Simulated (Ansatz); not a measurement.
## V: single point with PBE

V:

```
V
1.0
    -1.37772    1.64119    1.64793
     1.50498   -1.49126    1.62526
     1.27255    1.38609   -1.49800
V
1
Direct
  0.00000 0.00000 0.00000
```

The cell isn't the ideal one: cell sheared at random, sigma 0.1, atoms nudged by 0.01 Å.

```json
{
  "Program": "Ansatz 0.2.0",
  "Task": "single point",
  "Functional": "PBE",
  "Potentials or basis": "Ansatz PAW",
  "Cutoff": "420 eV (not typed: the program's choice for these potentials)",
  "k mesh": "11 × 12 × 13",
  "Occupations": "fermi-dirac, width 0.05 eV",
  "Spin": "collinear spin, ferromagnetic start",
  "Starting moments": "[2.0] μB"
}
```

The pressure is -1.3 GPa. The band gap on the k mesh is none (metal or under the smearing width). The net moment is 0.00 μB per cell. The absolute moment is 0.00 μB per cell.

Stress tensor (GPa, compression positive):
```
 7.42 -0.53 -1.01
-0.53 -1.81 -3.20
-1.01 -3.20 -9.52
```

Levels at points of the mesh, in eV from the Fermi level:
Spin up:
```csv
k point,band 4,band 5,band 6,band 7,band 8,band 9,band 10,band 11
"(0.00, 0.00, 0.00)",-36.86,-6.66,-0.73,0.17,1.11,1.98,2.94,17.80
"(0.00, -0.50, 0.00)",-36.93,-3.26,-1.49,0.89,2.35,3.22,3.68,9.18
```
Spin down:
```
            k point  band 5  band 6  band 7  band 8  band 9  band 10
 (0.00, 0.00, 0.00)   -6.66   -0.73    0.17    1.11    1.98     2.94
(0.00, -0.50, 0.00)   -3.26   -1.49    0.89    2.35    3.22     3.68
```

Wall time 11 s on 2 threads of Arm Neoverse V2, with other jobs on the host, peak memory 0.54 GiB.

Caveat: the starting moments weren't kept.
